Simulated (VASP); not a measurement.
# MgO (P6_3mc) in VASP: notebook

The runs below take MgO through single point, with HSE06, r2SCAN.

All numbers are computed with VASP 6.6.1; they aren't measurements. Logs are shortened: lines on timing, memory, paths and dates and some standing lists are left out, and cuts for length are marked.

### 1 The structure

The structure is hexagonal, space group P6_3mc (No. 186). The conventional cell has a = 3.288 Å, b = 3.288 Å, c = 5.034 Å, α = 90.00°, β = 90.00°, γ = 120.00°. Mg (site symmetry 3m) is surrounded by 4 O at 1.97 to 1.99 Å. Around O (site symmetry 3m) lie 4 Mg at 1.97 to 1.99 Å.

The cell was built by a generator and needn't be a form met in nature.

### 2 Single point, HSE06

Contents of POSCAR:

```
MgO
1.0
    3.2882172536      0.0000000000      0.0000000000
   -1.6441086268      2.8476796748      0.0000000000
    0.0000000000      0.0000000000      5.0343661375
Mg O
2 2
Direct
    0.3333333333      0.6666666667     -0.0098385294
    0.6666666667      0.3333333333      0.4901614706
    0.3333333333      0.6666666667      0.3848385294
    0.6666666667      0.3333333333      0.8848385294
```

Contents of INCAR.step1:

```
SYSTEM = MgO
PREC     = Accurate       ! precision mode
ENCUT    = 520            ! plane-wave cutoff, eV
EDIFF    = 1E-5           ! SCF threshold, eV
ISMEAR   = 0              ! smearing method
SIGMA    = 0.01           ! smearing width, eV
LREAL    = .False.        ! projectors in reciprocal space
LASPH    = .True.         ! aspherical terms in the spheres
NELM     = 80             ! most SCF steps
ALGO     = Normal         ! electronic algorithm
ISIF     = 2              ! what is computed and relaxed
LWAVE    = .True.         ! write WAVECAR
LCHARG   = .False.        ! write CHGCAR
NBANDS   = 16             ! bands
GGA      = PE             ! functional
```

Contents of INCAR.step2:

```
SYSTEM = MgO
PREC     = Accurate       ! precision mode
ENCUT    = 520            ! plane-wave cutoff, eV
EDIFF    = 1E-6           ! SCF threshold, eV
ISMEAR   = 0              ! smearing method
SIGMA    = 0.01           ! smearing width, eV
LREAL    = .False.        ! projectors in reciprocal space
LASPH    = .True.         ! aspherical terms in the spheres
NELM     = 80             ! most SCF steps
ALGO     = Normal         ! electronic algorithm
ISIF     = 2              ! what is computed and relaxed
LWAVE    = .False.        ! write WAVECAR
LCHARG   = .False.        ! write CHGCAR
GGA      = PE             ! functional
LHFCALC  = .True.         ! exact exchange
HFSCREEN = 0.2079         ! screening, 1/A
PRECFOCK = Normal       
NBANDS   = 16             ! bands
ISTART   = 1
```

Contents of KPOINTS:

```
Automatic mesh
0
Gamma
  6 6 2
  0 0 0
```

Potentials or basis: VASP PAW PBE potentials, release 64 (Mg, O).

The run is started by

```sh
> cat potpaw_PBE.64/Mg/POTCAR potpaw_PBE.64/O/POTCAR > POTCAR
> cp INCAR.step1 INCAR
> mpirun -np 1 vasp_std > vasp.out
> cp INCAR.step2 INCAR
> mpirun -np 1 vasp_std > vasp.out
```

OUTCAR:

```text
SYSTEM = MgO
   PREC = Accurate
   ENCUT = 520
   EDIFF = 1E-6
   ISMEAR = 0
   LREAL = .False.
   LASPH = .True.
   NELM = 80
   ISIF = 2
   GGA = PE
   LHFCALC = .True.
   HFSCREEN = 0.2079
   PRECFOCK = Normal
   ISTART = 1

 ion  position               nearest neighbor table
   1  0.333  0.667  0.990-   4 1.97   4 1.97   4 1.97   3 1.99   2 3.15   2 3.15   2 3.15   2 3.15
                             2 3.15   2 3.15
   2  0.667  0.333  0.490-   3 1.97   3 1.97   3 1.97   4 1.99   1 3.15   1 3.15   1 3.15   1 3.15
                             1 3.15   1 3.15
   3  0.333  0.667  0.385-   2 1.97   2 1.97   2 1.97   1 1.99
   4  0.667  0.333  0.885-   1 1.97   1 1.97   1 1.97   2 1.99

  LATTYP: Found a hexagonal cell.
 ALAT       =     3.2882172536
 C/A-ratio  =     1.5310320910

  Lattice vectors:

 A1 = (   3.2882172536,   0.0000000000,   0.0000000000)
 A2 = (  -1.6441086268,   2.8476796748,   0.0000000000)
 A3 = (   0.0000000000,   0.0000000000,   5.0343661375)

Analysis of symmetry for initial positions (statically):
=====================================================================
 Subroutine PRICEL returns:
 Original cell was already a primitive cell.

 Routine SETGRP: Setting up the symmetry group for a
 hexagonal supercell.

 Subroutine GETGRP returns: Found 12 space group operations
 (whereof  6 operations were pure point group operations)
 out of a pool of 24 trial point group operations.

The static configuration has the point symmetry C_3v.
 The point group associated with its full space group is C_6v.

Analysis of symmetry for dynamics (positions and initial velocities):
=====================================================================
 Subroutine PRICEL returns:
 Original cell was already a primitive cell.

 Routine SETGRP: Setting up the symmetry group for a
 hexagonal supercell.

 Subroutine GETGRP returns: Found 12 space group operations
 (whereof  6 operations were pure point group operations)
 out of a pool of 24 trial point group operations.

The dynamic configuration has the point symmetry C_3v.
 The point group associated with its full space group is C_6v.

 Subroutine INISYM returns: Found 12 space group operations
 (whereof  6 operations are pure point group operations),
 and found     1 'primitive' translations

----------------------------------------------------------------------------------------

[... 95 lines left out ...]
   PSTRESS=    0.0 pullay stress
   NELECT =      16.0000    total number of electrons
   NUPDOWN=      -1.0000    fix difference up-down
   EMIN   =  10.00;   EMAX   =-10.00  energy-range for DOS
   EFERMI =   0.00;   METHOD = LEGACY
   ISMEAR =     0;   SIGMA  =   0.01  broadening in eV -4-tet -1-fermi 0-gaus
   EFERMI_NEDOS =   21; number of points for ismear=-14 and -15
   IALGO  =     38    algorithm
   IMIX   =      1    mixing-type and parameters
     AMIX     =   0.40;   BMIX     =  1.00
     AMIX_MAG =   1.60;   BMIX_MAG =  1.00
  volume/ion in A,a.u.               =      11.79        79.53
  Fermi-wavevector in a.u.,A,eV,Ry     =   1.141956  2.157984 17.742859  1.304063
  Thomas-Fermi vector in A             =   2.278655
   LORBIT       =      0    0 simple, 1 ext, 2 COOP (PROOUT), +10 PAW based schemes
   GGA     = PE    functional components
   LHFCALC =     T    Hartree Fock is set to
   PRECFOCK=normal    Normal, Fast or Accurate (Low or Medium for compatibility)
   ENCUT4O =  -1.0   cutoff for four orbital integrals eV
   NKREDX  =     1    reduce k-point grid by
   NKREDY  =     1    reduce k-point grid by
   NKREDZ  =     1    reduce k-point grid by
   AEXX    =    0.2500 exact exchange contribution
   HFSCREEN=    0.2079 screening length (either q_TF or 0.3 A-1)
   HFSCREENC=   0.2079 screening length for correlation (either q_TF or 0.3 A-1)
   ENCUTFOCK=  -1.0 apply spherical cutoff to Coloumb kernel
   IVDW    =     0    specifies the selected vdW correction
   LEPSILON=     F    determine dielectric tensor
   LRPA    =     F    only Hartree local field effects (RPA)
 non-spin polarized calculation
 Gauss-broadening in eV      SIGMA  =   0.01
  energy-cutoff  :      520.00
  volume of cell :       47.14
 maximum number of plane-waves:      1284
  NGX = 20; NGY = 20; NGZ = 30

 number of electron      16.0000010 magnetization

 Free energy of the ion-electron system (eV)
  ---------------------------------------------------
  ext. energy  EPLUGINS =         0.00000000
  ---------------------------------------------------
  free energy    TOTEN  =       -28.03161652 eV

  energy without entropy =      -28.03161652  energy(sigma->0) =      -28.03161652

 E-fermi :  -0.0328     XC(G=0):  -8.0354

 val. band max:       -0.1340794918   @ k =   0.0000   0.0000   0.0000
 cond. band min:       5.0059594902   @ k =   0.0000   0.0000   0.0000
 fundamental gap:      5.1400389819
 Fermi energy:        -0.0328239854

 k-point     1 :       0.0000    0.0000    0.0000
  band No.  band energies     occupation
      1     -17.8401      2.00000
      2     -17.0135      2.00000
      3      -3.5877      2.00000
      4      -0.8710      2.00000
      5      -0.8710      2.00000
      6      -0.5194      2.00000
[... 243 lines left out ...]
      3      -2.8588      2.00000
      4      -2.8588      2.00000
      5      -2.3247      2.00000
      6      -2.3247      2.00000
[... 8 lines left out ...]
     15      17.7316      0.00000
     16      17.7316      0.00000

------------------------ aborting loop because EDIFF is reached ----------------------------------------

  FORCE on cell =-STRESS in cart. coord.  units (eV):
  Direction    XX          YY          ZZ          XY          YZ          ZX
  --------------------------------------------------------------------------------------
  -------------------------------------------------------------------------------------
  Total       -0.0397411     -0.0397411     -0.0208448      0.0000000      0.0000000      0.0000000
  in kB       -1.3506835     -1.3506835     -0.7084532      0.0000000      0.0000000      0.0000000
  external PRESSURE =      -1.1366067 kB  Pullay stress =       0.0000000 kB

 VOLUME and BASIS-vectors are now :
 -----------------------------------------------------------------------------
  energy-cutoff  :      520.00
  volume of cell :       47.14
      direct lattice vectors                 reciprocal lattice vectors
     3.288217254  0.000000000  0.000000000     0.304116159  0.175581546  0.000000000
    -1.644108627  2.847679675  0.000000000     0.000000000  0.351163092  0.000000000
     0.000000000  0.000000000  5.034366138     0.000000000  0.000000000  0.198634738

 POSITION                                       TOTAL-FORCE (eV/Angst)
 -----------------------------------------------------------------------------------
     -0.00000      1.89845      4.98484        -0.000000      0.000000      0.005334
      1.64411      0.94923      2.46765         0.000000      0.000000      0.005334
     -0.00000      1.89845      1.93742         0.000000     -0.000000     -0.005334
      1.64411      0.94923      4.45460         0.000000      0.000000     -0.005334
 -----------------------------------------------------------------------------------
    total drift:                               -0.000000     -0.000000      0.001396

  FREE ENERGIE OF THE ION-ELECTRON SYSTEM (eV)
  ---------------------------------------------------
  free  energy   TOTEN  =       -28.0316165180 eV

  energy  without entropy=      -28.0316165180  energy(sigma->0) =      -28.03161652
```

OUTCAR.step1:

```text
SYSTEM = MgO
   PREC = Accurate
   ENCUT = 520
   EDIFF = 1E-5
   ISMEAR = 0
   LREAL = .False.
   LASPH = .True.
   NELM = 80
[... 486 lines left out ...]
      1.64411      0.94923      2.46765         0.000000     -0.000000     -0.012218
     -0.00000      1.89845      1.93742         0.000000     -0.000000      0.012218
      1.64411      0.94923      4.45460        -0.000000      0.000000      0.012218
 -----------------------------------------------------------------------------------
    total drift:                               -0.000000     -0.000000      0.000839

  FREE ENERGIE OF THE ION-ELECTRON SYSTEM (eV)
  ---------------------------------------------------
  free  energy   TOTEN  =       -23.5168765222 eV

  energy  without entropy=      -23.5168765222  energy(sigma->0) =      -23.51687652
```

OSZICAR.step1:

```text
N       E                     dE             d eps       ncg     rms          rms(c)
DAV:   1     0.619280419152E+02    0.61928E+02   -0.76360E+03   448   0.895E+02
DAV:   2    -0.236299936665E+02   -0.85558E+02   -0.78829E+02   632   0.193E+02
DAV:   3    -0.277854175246E+02   -0.41554E+01   -0.41463E+01   504   0.449E+01
DAV:   4    -0.278022908582E+02   -0.16873E-01   -0.16873E-01   544   0.333E+00
DAV:   5    -0.278023749548E+02   -0.84097E-04   -0.84097E-04   504   0.224E-01    0.117E+01
DAV:   6    -0.235695931128E+02    0.42328E+01   -0.12297E+01   448   0.262E+01    0.385E+00
DAV:   7    -0.235227259658E+02    0.46867E-01   -0.16544E-01   448   0.325E+00    0.220E+00
DAV:   8    -0.235185153239E+02    0.42106E-02   -0.95030E-02   480   0.337E+00    0.502E-01
DAV:   9    -0.235161105165E+02    0.24048E-02   -0.30973E-03   520   0.510E-01    0.175E-01
DAV:  10    -0.235168544801E+02   -0.74396E-03   -0.15633E-03   456   0.256E-01    0.304E-02
DAV:  11    -0.235168759560E+02   -0.21476E-04   -0.14523E-05   496   0.272E-02    0.201E-02
DAV:  12    -0.235168765222E+02   -0.56619E-06   -0.84687E-06   344   0.262E-02
   1 F= -.23516877E+02 E0= -.23516877E+02  d E =-.237274E-42
```

Run time: 7.1 min. Hardware: 1 thread of AMD EPYC 9R45 (Zen 5), shared host; peak memory 0.23 GiB.

What came out:

```yaml
Free_energy: -28.0316 eV
Pressure: -0.1 GPa
Largest_force: 0.005 eV/Å
Band_gap_on_the_k_mesh: 5.14 eV, direct
```

Forces on the atoms (eV/Å):
```
Mg   0.000  0.000  0.005
Mg   0.000  0.000  0.005
O    0.000  0.000 -0.005
O    0.000  0.000 -0.005
```

Levels at points of the mesh, in eV from the valence-band top:
| k point | band 6 | band 7 | band 8 | band 9 | band 10 | band 11 |
| --- | --- | --- | --- | --- | --- | --- |
| (0.00, 0.00, 0.00) | -0.39 | -0.39 | 0.00 | 5.14 | 10.36 | 12.28 |
| (0.50, 0.00, 0.00) | -1.31 | -0.84 | -0.50 | 9.61 | 9.82 | 11.10 |
| (0.00, 0.00, 0.50) | -0.57 | -0.57 | -0.57 | 7.71 | 7.71 | 15.13 |
| (0.50, 0.00, 0.50) | -0.93 | -0.75 | -0.75 | 9.13 | 9.13 | 12.85 |

Caveat: the k mesh is coarse (spacing up to 0.62 Å⁻¹), so the values aren't converged, least of all with exact exchange; the PAW data sets were made with another functional, which shifts forces and pressure a little.

### 3 Single point, r2SCAN

POSCAR is that of step 2.

Contents of INCAR.step1:

```
SYSTEM = MgO
ALGO     = Normal         ! electronic algorithm
EDIFF    = 1E-4           ! SCF threshold, eV
ENCUT    = 520            ! plane-wave cutoff, eV
GGA      = PE             ! functional
ISMEAR   = 0              ! smearing method
LASPH    = .TRUE.         ! aspherical terms in the spheres
LCHARG   = .FALSE.        ! write CHGCAR
LREAL    = .FALSE.        ! projectors in reciprocal space
LWAVE    = .TRUE.         ! write WAVECAR
NBANDS   = 16             ! bands
NELM     = 80             ! most SCF steps
PREC     = Accurate       ! precision mode
SIGMA    = 0.01           ! smearing width, eV
```

Contents of INCAR.step2:

```
SYSTEM = MgO
ALGO     = Normal         ! electronic algorithm
EDIFF    = 1E-7           ! SCF threshold, eV
ENCUT    = 520            ! plane-wave cutoff, eV
ISIF     = 2              ! what is computed and relaxed
ISMEAR   = 0              ! smearing method
ISTART   = 1            
LASPH    = .TRUE.         ! aspherical terms in the spheres
LCHARG   = .FALSE.        ! write CHGCAR
LMIXTAU  = .TRUE.       
LREAL    = .FALSE.        ! projectors in reciprocal space
LWAVE    = .FALSE.        ! write WAVECAR
METAGGA  = R2SCAN         ! meta-GGA
NBANDS   = 16             ! bands
NELM     = 80             ! most SCF steps
PREC     = Accurate       ! precision mode
SIGMA    = 0.01           ! smearing width, eV
```

Contents of KPOINTS:

```
k-points
0
G
  6 6 4
  0 0 0
```

Potentials or basis: VASP PAW PBE potentials, release 64 (Mg, O).

The run is started by

```sh
> cat potpaw_PBE.64/Mg/POTCAR potpaw_PBE.64/O/POTCAR > POTCAR
> cp INCAR.step1 INCAR
> mpirun -np 1 vasp_std > vasp.out
> cp INCAR.step2 INCAR
> mpirun -np 1 vasp_std > vasp.out
```

Wall time 42 s (1 thread of AMD EPYC 9R45 (Zen 5), shared host); peak memory 0.14 GiB.

It converged, with:

| Item | Value |
| --- | --- |
| Free energy | -31.8555 eV |
| Pressure | -0.6 GPa |
| Band gap on the k mesh | 4.21 eV, direct |

Levels at points of the mesh, in eV from the valence-band top:
| k point | band 4 | band 5 | band 6 | band 7 | band 8 | band 9 | band 10 | band 11 | band 12 | band 13 |
| --- | --- | --- | --- | --- | --- | --- | --- | --- | --- | --- |
| (0.00, 0.00, 0.00) | -0.69 | -0.69 | -0.38 | -0.38 | 0.00 | 4.21 | 9.43 | 11.17 | 15.24 | 15.24 |
| (0.50, 0.00, 0.00) | -2.17 | -1.71 | -1.23 | -0.79 | -0.47 | 8.59 | 8.84 | 10.13 | 11.74 | 13.97 |
| (0.00, 0.00, 0.50) | -1.97 | -0.54 | -0.54 | -0.54 | -0.54 | 6.72 | 6.72 | 14.18 | 14.18 | 15.75 |
| (0.50, 0.00, 0.50) | -3.08 | -0.87 | -0.87 | -0.70 | -0.70 | 8.15 | 8.15 | 11.81 | 11.81 | 14.74 |

Caveat: the PAW data sets were made with another functional, which shifts forces and pressure a little. r2SCAN opens gaps a little over a GGA but as a rule still falls short of measured ones.

(Part 1 of 2 ends here.)
